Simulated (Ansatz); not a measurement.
Re: enthalpy against pressure

Re, P6_3/mmc, a = 2.777 Å, c = 8.951 Å. Ansatz: PBE, PAW, 420 eV, Γ-centred 18×18×6 mesh on 4 atoms, Gaussian smearing 0.10 eV; no spin polarisation. Cell and atoms are relaxed at each pressure, and no other structure is tried, so the rows at high pressure may lie past a change of phase. y is the enthalpy over the state at zero pressure; there V0 = 14.941 Å³/atom. The pressures are the targets, met within 0.04 GPa.

```
P (GPa) y (eV/atom)
   -2.0      -0.1870
    0.0       0.0000
    2.0       0.1860
    5.0            ?
   10.0       0.9203
   20.0       1.8184
   40.0       3.5575
```

**Question.** Fit y = c1 P + c2 P² + c3 P³ to the other rows, say what c1 and c2 mean, and predict the missing value.

**Answer.** Least squares on the rows shown. y = 0.093231 P − 0.00012382 P² + 4.1230×10⁻⁷ P³. Since dH/dP = V, c1 is V0: 0.093231 eV/GPa × 160.2 = 14.936 Å³ against 14.941; c2 = −V0/(2B0) gives B0 = 376 GPa, where a Birch–Murnaghan fit to the volumes of the same runs (not shown) gives 365 GPa. At P = 5.0 the fit asked for gives 0.4631 eV/atom. The run gave 0.4631 eV/atom, the same to the digits shown.

Spin–orbit coupling is left out, which can shift energies with elements as heavy as these.